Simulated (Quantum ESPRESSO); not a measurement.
Crystal: ZrC.

```
Zr C
1.0
     3.39148    0.00000    0.00000
    -1.69574    2.93710    0.00000
     0.00000    0.00000    5.29005
Zr C
2 2
Direct
  0.66667 0.33333 0.75000
  0.33333 0.66667 0.25000
  0.00000 0.00000 0.50000
  0.00000 0.00000 0.00000
```

The cell comes from a database or a generator and needn't be the stable form of this composition.

Base run:

```yaml
Program: Quantum ESPRESSO 7.5
Functional: PBEsol
Potentials_or_basis: GBRV 1.5 PBEsol
Cutoff: 612 eV
Density_cutoff: 4898 eV
k_mesh: 9 × 9 × 5
Occupations: fermi-dirac, width 0.05 eV
Spin: no spin polarisation
```

Its results: band gap on the k mesh none (metal or under the smearing width); pressure -7.9 GPa.

Task: The run is repeated on the same cell with these changes: functional from PBEsol to LDA; potentials or basis from GBRV 1.5 PBEsol to GBRV 1.5 LDA. What comes out?

Result: Band gap on the k mesh none (metal or under the smearing width); pressure -11.7 GPa.

Not every run made on this cell is shown here.
